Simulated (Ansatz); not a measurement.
All-electron LAPW in Ansatz 0.2.0 under PBE, scalar-relativistic, energies extrapolated to zero smearing. Slabs are 1×1 cells cut from bulk crystals relaxed on PAW files, with atoms then relaxed, 16 to 20 Å of vacuum, a dipole correction, k spacings of 0.16 to 0.26 Å⁻¹ and smearing of 0.02 to 0.1 eV, without spin–orbit coupling; Cr, Mn, Fe, Co, Ni, Eu and Gd start ferromagnetic, the others run without spin. The bulk type named needn't be the stable one, and no reconstruction is allowed.

```tsv
slab	area (Å²)	γ (J/m²)	Φ (eV)	Δd12 (%)
bcc W (100), 5 layers	10.13	4.04	4.13	-10.5
bcc Li (111), 6 layers	20.39	0.55	2.97	6.7
diamond C (100), 4 layers	6.38	7.53	?	-26.2
fcc Ni (100), 6 layers	6.20	?	4.90	-3.7
fcc Ag (100), 5 layers	8.60	0.81	4.25	-2.2
```

(1) What belongs in the row "fcc Ni (100), 6 layers", column "γ (J/m²)"?

(2) Fill in "Φ (eV)" for the row "diamond C (100), 4 layers".

## Answers

(1) 2.25.

(2) 6.72.
